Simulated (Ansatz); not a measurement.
Runs of Ansatz 0.2.0 on ZnS (Wurtzite-6H). The structure is hexagonal, space group P6_3mc (No. 186). The conventional cell has a = 3.812 Å, b = 3.812 Å, c = 18.690 Å, α = 90.00°, β = 90.00°, γ = 120.00°. Zn (site symmetry 3m) has 4 S at 2.33 to 2.34 Å as nearest neighbours. Zn (site symmetry 3m) has 4 S at 2.33 to 2.34 Å as nearest neighbours. Zn (site symmetry 3m) has 4 S at 2.33 to 2.34 Å as nearest neighbours. S (site symmetry 3m) has 4 Zn at 2.33 to 2.34 Å as nearest neighbours. S (site symmetry 3m) has 4 Zn at 2.33 to 2.34 Å as nearest neighbours. S (site symmetry 3m) has 4 Zn at 2.33 to 2.34 Å as nearest neighbours. 

```tsv
task	level	potentials or basis	cell	k mesh	cutoff (eV)	points for each segment of the path	mesh quality	gap on the mesh (eV)	pressure (GPa)	relaxed volume (Å³/atom)	largest force (eV/Å)
single point	PBE	Ansatz PAW	as given	3 × 3 × 1	420	-	coarse	2.14	2.8	-	0.08
band structure	PBE	Ansatz PAW earlier set	as given	8 × 8 × 2	800	10	not flagged	2.17	2.1	-	0.03
relaxation of cell and atoms	revPBE+D3(BJ)	Ansatz PAW	relaxed	8 × 8 × 2	420	-	not flagged	2.38	0.0	19.16	-
single point	HSE06	Ansatz PAW	as given	6 × 6 × 2	420	-	not flagged	3.39	-	-	0.03
relaxation of cell and atoms	PBEsol+D3(BJ)	Ansatz PAW	relaxed	8 × 8 × 2	420	-	not flagged	2.23	0.0	18.69	-
relaxation of cell and atoms	PBEsol	Ansatz PAW	relaxed	8 × 8 × 2	420	-	not flagged	(b)	0.0	(a)	-
band structure	RPBE	Ansatz PAW	as given	8 × 8 × 2	420	10	not flagged	2.33	4.7	-	0.03
```

Alike in all rows: no spin polarisation; smearing fermi-dirac 0.05 eV.

Problem. Estimate the missing entries.

Solution. (a) 19.21; (b) 2.11.

Caveats: some runs use coarse meshes; the PAW data sets come from PBE, with cores solved anew for the run's functional, which leaves a small shift of forces and pressure (some runs); the cell's inner coordinates are idealised or old, which leaves forces on the atoms (some runs); the plane-wave basis is chosen anew once the cell has moved, so the energies of steps on either side of that aren't comparable (some runs); the potentials were made for another functional, which shifts forces and pressure (some runs); odd divisions of the mesh miss points on the zone boundary, where band edges often lie, so the gap on the mesh can be too wide (some runs).

A k mesh can miss the band edges.

Not every run made on this cell is shown here.
